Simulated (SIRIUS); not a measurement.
Runs of SIRIUS 7.12.0 on MgS (Niningerite). Symmetry: Fm-3m, No. 225, cubic system. Conventional cell: a = 5.203 Å, b = 5.203 Å, c = 5.203 Å, α = 90.00°, β = 90.00°, γ = 90.00°. S (site symmetry m-3m) has 6 Mg at 2.60 Å as nearest neighbours. Around Mg (site symmetry m-3m) lie 6 S at 2.60 Å. 

```tsv
task	level	potentials or basis	valence relativity	reference energy of the basis	core relativity	start of the SCF	gap on the mesh (eV)	V0 of scaled cells (Å³/atom)	B0 (GPa)
equation of state	AM05	all-electron FP-LAPW, apw+lo standard	iora	-	-	-	-	17.46	76
band structure	PBE	all-electron FP-LAPW (no relativity for the valence, core without relativity), apw+lo standard	none	0.15 Ha	none	LDA density	(b)	-	-
band structure	PBE	all-electron FP-LAPW (Koelling-Harmon valence), apw+lo standard	koelling_harmon	0.15 Ha	dirac	LDA density	2.92	-	-
band structure	PBE	all-electron FP-LAPW (ZORA valence), apw+lo standard	zora	0.15 Ha	dirac	LDA density	2.92	-	-
equation of state	BLYP	all-electron FP-LAPW, apw+lo standard	iora	-	-	-	-	(a)	68
```

Alike in all rows: no spin polarisation; cell as given; k mesh 9 × 9 × 9; cutoff (eV) 158; smearing fermi-dirac 0.05 eV.

Task: Estimate the missing entries.

Result: (a) 18.51; (b) 2.96.

Caveats: the mesh misses the band edges, which the band path finds closer together (some runs).

A gap of «none» marks a metal or a gap under the smearing width.
